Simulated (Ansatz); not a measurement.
Si2W:

```
W Si
1.0
     4.61685    0.00000    0.00000
    -2.30843    3.99831    0.00000
     0.00000    0.00000    6.65322
W Si
3 6
Direct
  0.50000 0.00000 0.50000
  0.50000 0.50000 0.83333
  0.00000 0.50000 0.16667
  0.32725 0.16363 0.16667
  0.83637 0.16363 0.83333
  0.16363 0.32725 0.50000
  0.67275 0.83637 0.16667
  0.16363 0.83637 0.83333
  0.83637 0.67275 0.50000
```

Measurements of this composition are mostly on another form, of space group No. 139.

Base run:

| Item | Value |
| --- | --- |
| Program | Ansatz 0.2.0 |
| Functional | PBEsol |
| Potentials or basis | Ansatz PAW |
| Cutoff | 420 eV (not typed: the program's choice for these potentials) |
| k mesh | 7 × 7 × 4 |
| Occupations | fermi-dirac, width 0.05 eV |
| Spin | no spin polarisation |
| Hubbard terms | W d U = 5 eV |

Its results: band gap on the k mesh 0.63 eV, indirect (least direct gap 1.13 eV); pressure -6.5 GPa.

After a change of settings the same cell gave: band gap on the k mesh 0.94 eV, indirect (least direct gap 1.53 eV); pressure -6.3 GPa. Which change was it?
A. hubbard terms from W d U = 5 eV to W d U = 8 eV
B. hubbard terms from W d U = 5 eV to W d U = 1 eV
C. hubbard terms from W d U = 5 eV to none; hubbard projectors from ortho-atomic (the default) to none

A.

Caveats: odd divisions of the mesh miss points on the zone boundary, where band edges often lie, so the gap on the mesh can be too wide; spin-orbit coupling is left out, which moves the levels of the heavy elements; the PAW data sets come from PBE, with cores solved anew for the run's functional, which leaves a small shift of forces and pressure; the U is typed as a test and isn't derived for this compound.
